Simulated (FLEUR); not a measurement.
The system is Sc.

```
Sc
1.0
    -1.91721    1.91721    1.71760
     1.91721   -1.91721    1.71760
     1.91721    1.91721   -1.71760
Sc
1
Direct
  0.00000 0.00000 0.00000
```

This isn't the form of Sc at room conditions, which is hcp.

| Quantity | Value |
| --- | --- |
| Program | FLEUR MaX-R8.1 (later development tree) |
| Task | single point |
| Functional | PBE |
| Potentials or basis | all-electron |
| Basis | FLAPW |
| Kmax | 3.8 1/bohr |
| k mesh | 10 × 10 × 10 |
| Occupations | fermi-dirac, width 0.05 eV |
| Spin | no spin polarisation |
| Gmax | 11.8 1/bohr |
| Muffin-tin radii | Sc 2.66 bohr |
| lmax | Sc 11 |
| Local orbitals a species | Sc 5 |
| Max iterations | 60 |
| Mixing factor | 0.05 |
| Mixer | Anderson |
| Mixer history | 15 |
| Density convergence | 1e-05 me/bohr^3 |

On this cell: band gap on the k mesh none (metal or under the smearing width).

The same run follows on a disturbed copy (cell strained at random at fixed volume):

```xyz
1
Lattice="-2.0017 1.9652 1.8153 1.9171 -1.8943 1.6417 1.9375 1.8301 -1.7361" Properties=species:S:1:pos:R:3 pbc="T T T"
Sc   -0.0071   -0.0146    0.0243
```

What does the disturbed cell give?

The energy (extrapolated to zero smearing) moves by +10.0 meV/atom; band gap on the k mesh none (metal or under the smearing width).
